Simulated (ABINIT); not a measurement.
# BAs (F-43m): a self-consistent loop beyond G0W0, cycle by cycle

How far does self-consistency move the gap of BAs (F-43m)?

Program: ABINIT 10.8.3. Level of theory: PBE and many-body steps on it, plane waves. Results are calculated unless marked as measured.

**Experimental background.**

- Gap 1.82 eV: indirect gap from Tauc plot of optical absorption; UV-visible absorption, indirect Tauc plot; 300 K; bulk crystal (three thin as-grown single crystals with the same absorption edge) (“Photoluminescence mapping and time-domain thermo-photoluminescence for rapid imaging and measurement of thermal conductivity of boron arsenide”, 2019, arxiv:1910.07149).

- Gap 4.12 eV: direct gap from square of absorption coefficient, average of two samples; spectroscopic ellipsometry; 300 K; bulk crystal (CVT-grown opaque bulk crystals) (“Optical properties of cubic boron arsenide”, 2019, arxiv:1911.04914).

- Gap 2.02 eV: indirect gap from square root of absorption coefficient, average of three samples; transmission and reflection spectroscopy; 300 K; bulk crystal (CVT-grown platelets about 10 um thick) (“Optical properties of cubic boron arsenide”, 2019, arxiv:1911.04914).

### Step 1. The starting structure

Symmetry: F-43m, No. 216, cubic system. Conventional cell: a = 4.777 Å, b = 4.777 Å, c = 4.777 Å, α = 90.00°, β = 90.00°, γ = 90.00°. Nearest to B lie 4 As at 2.07 Å. Nearest to As lie 4 B at 2.07 Å. Farther neighbours are not listed.

The cell and positions come from the Crystallography Open Database and are kept as given unless a step says otherwise.

### Step 2. Empty states on the mesh, 6×6×6 mesh, 165 bands

This step: ABINIT 10.8.3; DFT, PBE, plane waves, norm-conserving pseudopotentials.

The sums over transitions need many empty states on a uniform mesh; this step solves for them.

Input file run.abi:

```
acell 3*1.0 Angstrom
rprim 
  -0.000000000000 2.388500000000 2.388500000000
  2.388500000000 -0.000000000000 2.388500000000
  2.388500000000 2.388500000000 -0.000000000000
ntypat 2
znucl 5 33
natom 2
typat 1 2
xred 
  0.000000000000 0.000000000000 0.000000000000
  0.250000000000 0.250000000000 0.250000000000
pp_dirpath "pseudos"
pseudos "B.upf, As.upf"
ecut 44
ngkpt 6 6 6
nshiftk 1
shiftk 0 0 0
kptopt 1
chksymbreak 0
irdden 1
istwfk *1
nband 165
prtvol 0
optdriver 6
gwr_task "HDIAGO"
paral_kgb 0
occopt 1
indata_prefix "in"
outdata_prefix "out"
tmpdata_prefix "tmp"
```

Launch:

```sh
OMP_NUM_THREADS=1 mpirun -n 4 abinit run.abi > log
```

What it wrote:

```text
.Version 10.8.3 of ABINIT. v10.8.2 released Aug 2026.

 Symmetries : space group F-4 3 m (#216); Bravais cF (face-center cubic)
[... echo of the input left out ...]
== DATASET  1 ==================================================================
-   mpi_nproc: 4, omp_nthreads: 1 (-1 if OMP is not activated)

--- !DatasetInfo
iteration_state: {dtset: 1, }
dimensions: {natom: 2, nkpt: 16, mband: 165, nsppol: 1, nspinor: 1, nspden: 1, mpw: 2637, }
cutoff_energies: {ecut:  44.0, pawecutdg:  -1.0, }
[...]
Indirect band gap semiconductor
 Fundamental gap:     1.293 (eV)
   VBM:     7.999 (eV) at k: [ 0.0000E+00,  0.0000E+00,  0.0000E+00]
   CBM:     9.292 (eV) at k: [ 3.3333E-01,  3.3333E-01,  0.0000E+00]
 Direct gap:         3.289 (eV) at k: [ 0.0000E+00,  0.0000E+00,  0.0000E+00]

== END DATASET(S) ==============================================================
================================================================================

 -outvars: echo values of variables after computation  --------
           etotal      0.0000000000E+00
            nband         165
             nkpt          16
          spgroup         216
 [... the other variables as echoed above ...]

 Calculation completed.
```

It took 43 s on 4 MPI ranks of Intel Xeon Platinum 8375C at 2.90GHz (Ice Lake), shared host; peak memory 1.7 GiB; 2.9 min of CPU time.

Numbers from this step:

| Quantity | Value |
| --- | --- |
| gap | 1.293 eV |
| k of the valence top | 0, 0, 0 |
| k of the conduction bottom | 0.3333, 0.3333, 0 |
| least direct gap | 3.289 eV |
| k points computed | 16 |
| lowest point of the top converged band, above the valence top | 158.6059 eV |

On this mesh the gap is 1.293 eV.

The density comes from a self-consistent run that is not shown.

### Step 3. Screening, 6×6×6 mesh, 157 bands, screening to 228.6 eV

The RPA dielectric matrix is built and inverted for each q.

This step: RPA screening on PBE, plane waves, norm-conserving pseudopotentials.

run.abi: that of step 2 with these lines changed.

```diff
@@ -20,10 +20,11 @@
 chksymbreak 0
-irdden 1
 istwfk *1
-nband 165
-prtvol 0
-optdriver 6
-gwr_task "HDIAGO"
-paral_kgb 0
 occopt 1
+irdwfk 1
+optdriver 3
+nband 157
+ecuteps 8.4
+inclvkb 2
+awtr 1
+symchi 1
 indata_prefix "in"
```

What it wrote:

```text
.Version 10.8.3 of ABINIT. v10.8.2 released Aug 2026.

 Symmetries : space group F-4 3 m (#216); Bravais cF (face-center cubic)
[... echo of the input left out ...]
== DATASET  1 ==================================================================
-   mpi_nproc: 4, omp_nthreads: 1 (-1 if OMP is not activated)

--- !DatasetInfo
iteration_state: {dtset: 1, }
dimensions: {natom: 2, nkpt: 16, mband: 157, nsppol: 1, nspinor: 1, nspden: 1, mpw: 2637, }
cutoff_energies: {ecut:  44.0, pawecutdg:  -1.0, }
electrons: {nelect:   2.60000000E+01, charge:   0.00000000E+00, occopt:   1.00000000E+00, tsmear:   1.00000000E-02, }

 SCREENING: Calculation of the susceptibility and dielectric matrices

 Based on a program developped by R.W. Godby, V. Olevano, G. Onida, and L. Reining.
 Incorporated in ABINIT by V. Olevano, G.-M. Rignanese, and M. Torrent.
.Using double precision arithmetic ; gwpc =  8

[... cell and pseudopotentials left out ...]
--------------------------------------------------------------------------------

 ==== K-mesh for the wavefunctions ====
 Number of points in the irreducible wedge :    16
[... list of points left out ...]
 Together with 24 symmetry operations and time-reversal symmetry
 yields   216 points in the full Brillouin Zone.

 ==== Q-mesh for the screening function ====
 Number of points in the irreducible wedge :    16
[... list of points left out ...]
 Together with 24 symmetry operations and time-reversal symmetry
 yields   216 points in the full Brillouin Zone.

 setmesh: FFT mesh size selected  =    27x   27x   27
          total number of points  =        19683

 vcoul_init : cutoff-mode = AUXILIARY_FUNCTION
 q-points for optical limit:   1
     1)      0.000010    0.000020    0.000030

- screening: taking advantage of time-reversal symmetry
- Maximum band index for partially occupied states nbvw = 13
- Remaining bands to be divided among processors   nbcw = 144
- Number of bands treated by each node ~36

 Number of electrons calculated from density =   26.0000; Expected =   26.0000
 average of density, n =  0.141374
 r_s =    1.1908
 omega_plasma =   36.2695 [eV]

 calculating chi0 at frequencies [eV] :
  1    0.000000E+00    0.000000E+00
  2    0.000000E+00    3.626946E+01

--------------------------------------------------------------------------------
  q-point number  1        q = ( 0.000000, 0.000000, 0.000000) [r.l.u.]
--------------------------------------------------------------------------------
[... chi0 elements left out ...]
 For q-point:  0.000010 0.000020 0.000030
  dielectric constant =  10.5130
  dielectric constant without local fields =  11.5135

  Average fulfillment of the sum rule on Im[epsilon] for q-point    1 :     60.37  [%]
[... wings left out ...]
  q-point number  2        q = ( 0.166667, 0.000000, 0.000000) [r.l.u.]
--------------------------------------------------------------------------------
[... chi0 elements left out ...]
  Average fulfillment of the sum rule on Im[epsilon] for q-point    2 :     70.22  [%]

 [... 14 further q-points ...]
```

The job ended after 3.7 min (4 MPI ranks; peak memory 1.5 GiB).

Numbers from this step:

```
ε∞ with local fields, on this mesh, along the program's q direction : 10.51
the same without local fields                                       : 11.51
plasma frequency                                                    : 36.27 eV
plane waves in the screening matrix                                 : 181
```

Local fields lower ε∞ by 9 %.

### Step 4. G0W0

The self-energy is evaluated for the states that the input lists, and the levels follow from it, in one-shot runs by the linearised quasiparticle equation.

This step: G0W0 on PBE, plane waves, norm-conserving pseudopotentials.

run.abi: that of step 3 with these lines changed.

```diff
@@ -23,8 +23,17 @@
 irdwfk 1
-optdriver 3
+optdriver 4
 nband 157
+gwcalctyp 0
+ecutsigx 44
+symsigma 1
+nkptgw 2
+kptgw 
+  0.0000000000 0.0000000000 0.0000000000
+  0.3333333333 0.3333333333 0.0000000000
+bdgw 
+  11 16
+  12 15
 ecuteps 8.4
-inclvkb 2
-awtr 1
-symchi 1
+irdscr 1
+ppmodel 1
 indata_prefix "in"
```

What it wrote:

```text
.Version 10.8.3 of ABINIT. v10.8.2 released Aug 2026.

 Symmetries : space group F-4 3 m (#216); Bravais cF (face-center cubic)
[... echo of the input left out ...]
== DATASET  1 ==================================================================
-   mpi_nproc: 4, omp_nthreads: 1 (-1 if OMP is not activated)

--- !DatasetInfo
iteration_state: {dtset: 1, }
dimensions: {natom: 2, nkpt: 16, mband: 157, nsppol: 1, nspinor: 1, nspden: 1, mpw: 2637, }
cutoff_energies: {ecut:  44.0, pawecutdg:  -1.0, }
electrons: {nelect:   2.60000000E+01, charge:   0.00000000E+00, occopt:   1.00000000E+00, tsmear:   1.00000000E-02, }

 SIGMA: Calculation of the GW corrections

 Based on a program developped by R.W. Godby, V. Olevano, G. Onida, and L. Reining.
 Incorporated in ABINIT by V. Olevano, G.-M. Rignanese, and M. Torrent.
.Using double precision arithmetic ; gwpc =  8

[... cell and pseudopotentials left out ...]
--------------------------------------------------------------------------------

 ==== K-mesh for the wavefunctions ====
 Number of points in the irreducible wedge :    16
[... list of points left out ...]
 Together with 24 symmetry operations and time-reversal symmetry
 yields   216 points in the full Brillouin Zone.

 ==== Q-mesh for screening function ====
 Number of points in the irreducible wedge :    16
[... list of points left out ...]
 Together with 24 symmetry operations and time-reversal symmetry
 yields   216 points in the full Brillouin Zone.

 vcoul_init : cutoff-mode = AUXILIARY_FUNCTION
 q-points for optical limit:   1
     1)      0.000010    0.000020    0.000030
 setmesh: FFT mesh size selected  =    40x   40x   40
          total number of points  =        64000

 Number of electrons calculated from density =   26.0000; Expected =   26.0000
 average of density, n =  0.141374
 r_s =    1.1908
 omega_plasma =   36.2695 [eV]

 === KS Band Gaps ===
  >>>> For spin  1
   Minimum direct gap =   3.2894 [eV], located at k-point      :   0.0000  0.0000  0.0000
   Fundamental gap    =   1.2928 [eV], Top of valence bands at :   0.0000  0.0000  0.0000
                                       Bottom of conduction at :   0.3333  0.3333  0.0000
 SIGMA fundamental parameters:
 PLASMON POLE MODEL  1
 number of plane-waves for SigmaX                 2637
 number of plane-waves for SigmaC and W            181
 number of plane-waves for wavefunctions          2637
 number of bands                                   157
 number of independent spin polarizations            1
 number of spinorial components                      1
 number of k-points in IBZ                          16
 number of q-points in IBZ                          16
 number of symmetry operations                      24
 number of k-points in BZ                          216
 number of q-points in BZ                          216
 number of frequencies for dSigma/dE                 9
 frequency step for dSigma/dE [eV]                0.25
 number of omega for Sigma on real axis              0
 max omega for Sigma on real axis  [eV]           0.00
 zcut for avoiding poles [eV]                     0.10

 EPSILON^-1 parameters (SCR file):
 dimension of the eps^-1 matrix on file            181
 dimension of the eps^-1 matrix used               181
 number of plane-waves for wavefunctions          2637
 number of bands                                   157
 number of q-points in IBZ                          16
 number of frequencies                               2
 number of real frequencies                          1
 number of imag frequencies                          1

 matrix elements of self-energy operator (all in [eV])

 Perturbative Calculation

--- !SelfEnergy_ee
iteration_state: {dtset: 1, }
kpoint     : [   0.000,    0.000,    0.000, ]
spin       : 1
KS_gap     :    3.289
QP_gap     :    4.145
Delta_QP_KS:    0.855
data: !SigmaeeData |
     Band     E0 <VxcDFT>   SigX SigC(E0)      Z dSigC/dE  Sig(E)    E-E0       E
       11   7.999 -14.188 -15.543   0.580   0.807  -0.238 -14.814  -0.625   7.373
       12   7.999 -14.188 -15.543   0.580   0.807  -0.238 -14.814  -0.626   7.373
       13   7.999 -14.188 -15.543   0.580   0.807  -0.238 -14.814  -0.626   7.373
       14  11.288 -13.053  -8.369  -4.400   0.810  -0.235 -12.823   0.230  11.518
       15  11.288 -13.053  -8.369  -4.400   0.810  -0.235 -12.823   0.230  11.518
       16  11.288 -13.053  -8.369  -4.400   0.810  -0.235 -12.823   0.230  11.518

--- !SelfEnergy_ee
iteration_state: {dtset: 1, }
kpoint     : [   0.333,    0.333,    0.000, ]
spin       : 1
KS_gap     :    4.744
QP_gap     :    5.560
Delta_QP_KS:    0.815
data: !SigmaeeData |
     Band     E0 <VxcDFT>   SigX SigC(E0)      Z dSigC/dE  Sig(E)    E-E0       E
       12   4.547 -13.197 -16.027   1.794   0.796  -0.256 -14.022  -0.825   3.723
       13   4.547 -13.197 -16.027   1.794   0.796  -0.256 -14.022  -0.825   3.723
       14   9.292 -11.657  -7.564  -4.105   0.817  -0.224 -11.667  -0.009   9.282
       15  11.154 -11.166  -6.440  -4.700   0.816  -0.225 -11.145   0.021  11.174

== END DATASET(S) ==============================================================
================================================================================

 -outvars: echo values of variables after computation  --------
           etotal      0.0000000000E+00
            nband         157
             nkpt          16
          spgroup         216
 [... the other variables as echoed above ...]

 Calculation completed.
```

The job ended after 22 s (4 MPI ranks; peak memory 1.4 GiB; 85 s of CPU time).

Numbers from this step:

* G0W0 gap on the points computed: 1.909 eV
* starting gap on the mesh: 1.293 eV
* k of the valence top: 0, 0, 0
* k of the conduction bottom: 0.3333, 0.3333, 0
* Z at the valence top: 0.807
* Z at the conduction bottom: 0.817
* least direct G0W0 gap on the computed points: 4.145 eV

The gap on the mesh goes from 1.29 eV to 1.91 eV, a correction of +0.62 eV.

### Step 5. evGW0, cycle 1

This step: evGW0 on PBE, plane waves, norm-conserving pseudopotentials.

run.abi: that of step 4 with these lines changed.

```diff
@@ -25,12 +25,40 @@
 nband 157
-gwcalctyp 0
+gwcalctyp 10
 ecutsigx 44
 symsigma 1
-nkptgw 2
+nkptgw 16
 kptgw 
   0.0000000000 0.0000000000 0.0000000000
+  0.1666666667 0.0000000000 0.0000000000
+  0.3333333333 0.0000000000 0.0000000000
+  0.5000000000 0.0000000000 0.0000000000
+  0.1666666667 0.1666666667 0.0000000000
+  0.3333333333 0.1666666667 0.0000000000
+  0.5000000000 0.1666666667 0.0000000000
+  -0.3333333333 0.1666666667 0.0000000000
+  -0.1666666667 0.1666666667 0.0000000000
   0.3333333333 0.3333333333 0.0000000000
+  0.5000000000 0.3333333333 0.0000000000
+  -0.3333333333 0.3333333333 0.0000000000
+  0.5000000000 0.5000000000 0.0000000000
+  0.5000000000 0.3333333333 0.1666666667
+  -0.3333333333 0.3333333333 0.1666666667
+  -0.3333333333 0.5000000000 0.1666666667
 bdgw 
-  11 16
-  12 15
+  11 17
+  11 17
+  11 17
+  11 17
+  11 17
+  11 17
+  11 17
+  11 17
+  11 17
+  11 17
+  11 17
+  11 17
+  11 17
+  11 17
+  11 17
+  11 17
 ecuteps 8.4
```

What it wrote:

```text
.Version 10.8.3 of ABINIT. v10.8.2 released Aug 2026.

 Symmetries : space group F-4 3 m (#216); Bravais cF (face-center cubic)
[... echo of the input left out ...]
== DATASET  1 ==================================================================
-   mpi_nproc: 4, omp_nthreads: 1 (-1 if OMP is not activated)

--- !DatasetInfo
iteration_state: {dtset: 1, }
dimensions: {natom: 2, nkpt: 16, mband: 157, nsppol: 1, nspinor: 1, nspden: 1, mpw: 2637, }
cutoff_energies: {ecut:  44.0, pawecutdg:  -1.0, }
electrons: {nelect:   2.60000000E+01, charge:   0.00000000E+00, occopt:   1.00000000E+00, tsmear:   1.00000000E-02, }

 SIGMA: Calculation of the GW corrections

 Based on a program developped by R.W. Godby, V. Olevano, G. Onida, and L. Reining.
 Incorporated in ABINIT by V. Olevano, G.-M. Rignanese, and M. Torrent.
.Using double precision arithmetic ; gwpc =  8

[... cell and pseudopotentials left out ...]
--------------------------------------------------------------------------------

 ==== K-mesh for the wavefunctions ====
 Number of points in the irreducible wedge :    16
[... list of points left out ...]
 Together with 24 symmetry operations and time-reversal symmetry
 yields   216 points in the full Brillouin Zone.

 ==== Q-mesh for screening function ====
 Number of points in the irreducible wedge :    16
[... list of points left out ...]
 Together with 24 symmetry operations and time-reversal symmetry
 yields   216 points in the full Brillouin Zone.

 vcoul_init : cutoff-mode = AUXILIARY_FUNCTION
 q-points for optical limit:   1
     1)      0.000010    0.000020    0.000030
 setmesh: FFT mesh size selected  =    40x   40x   40
          total number of points  =        64000

 Number of electrons calculated from density =   26.0000; Expected =   26.0000
[...]
QP_gap     :    9.199
Delta_QP_KS:    0.990
data: !SigmaeeData |
     Band     E_DFT   <VxcDFT>   E(N-1)  <Hhartree>   SigX  SigC[E(N-1)]    Z     dSigC/dE  Sig[E(N)]  DeltaE  E(N)_pert E(N)_diago
[...]
--- !SelfEnergy_ee
iteration_state: {dtset: 1, }
kpoint     : [  -0.333,    0.500,    0.167, ]
spin       : 1
KS_gap     :    8.747
QP_gap     :    9.702
Delta_QP_KS:    0.955
data: !SigmaeeData |
     Band     E_DFT   <VxcDFT>   E(N-1)  <Hhartree>   SigX  SigC[E(N-1)]    Z     dSigC/dE  Sig[E(N)]  DeltaE  E(N)_pert E(N)_diago
[...]
16    16.682   -13.155    16.682    29.836    -6.477    -6.294     0.780    -0.282   -12.855     0.299    16.981    17.065
       17    16.914   -12.961    16.914    29.875    -6.395    -6.198     0.784    -0.275   -12.672     0.288    17.202    17.282

 New Fermi energy :        3.032579E-01 Ha ,    8.252069E+00 eV

 === QP Band Gaps ===
  >>>> For spin  1
   Minimum direct gap =   4.3479 [eV], located at k-point      :   0.0000  0.0000  0.0000
   Fundamental gap    =   2.0558 [eV], Top of valence bands at :   0.0000  0.0000  0.0000
                                       Bottom of conduction at :   0.3333  0.3333  0.0000

 writing QP data on file : out_QPS

 Convergence of QP corrections
 >>>>> For spin  1 <<<<<
.  kptgw no:  1; Maximum DeltaE = (     NaN     NaN) for band index:  2
.  kptgw no:  2; Maximum DeltaE = (   0.000   0.000) for band index:  1
.  kptgw no:  3; Maximum DeltaE = (   0.230   0.000) for band index:  1
.  kptgw no:  4; Maximum DeltaE = (   0.258   0.000) for band index:  1
[...]
.  kptgw no: 15; Maximum DeltaE = (   0.005  -0.000) for band index:  1
.  kptgw no: 16; Maximum DeltaE = (   0.126   0.000) for band index:  1

== END DATASET(S) ==============================================================
================================================================================

 -outvars: echo values of variables after computation  --------
           etotal      0.0000000000E+00
            nband         157
             nkpt          16
          spgroup         216
 [... the other variables as echoed above ...]

 Calculation completed.
```

Wall time 9.5 min (4 MPI ranks); peak memory 1.5 GiB.

This step gave:

| Property | Result |
| --- | --- |
| quasiparticle gap on the mesh | 2.056 eV |
| gap of the density functional on the mesh | 1.293 eV |
| k of the valence top | 0, 0, 0 |
| k of the conduction bottom | 0.3333, 0.3333, 0 |
| Z at the valence top | 0.807 |
| Z at the conduction bottom | 0.817 |
| least direct quasiparticle gap on the computed points | 4.348 eV |

Against G0W0 in ABINIT (6×6×6 mesh, 157 bands, screening to 228.6 eV, Godby-Needs plasmon pole), the gap moves by +0.147 eV. This first cycle still uses the starting levels; it takes the full correction, at all points of the mesh, and its linearised value is 1.909 eV.

(Part 1 of 3 ends here.)

[Paths, hosts, dates, memory and timing lines, banners, echoed tables and standing remarks are left out of the program output.]

[Logs are printed without paths, hosts, clocks, repeated set-up lines and the standing remarks that a program may print on its own settings, such as how far it seeks lower states.]

[Runs of the session that timed out or met a known fault of the program may be left out.]

[Hosts, paths, dates, database ids (printed as entryN), source tags and the programs' standing remarks are cut or masked in the printed files.]

[G0W0 gaps are taken among the corrected bands and points alone; a level outside them can change the order at an edge.]

[Where Ansatz stands beside ABINIT at settings called matched, ABINIT's density can come from a denser mesh and the files from another edition; pairs whose starting gaps differed by over 0.03 eV were left out, so agreement reads better than it is.]
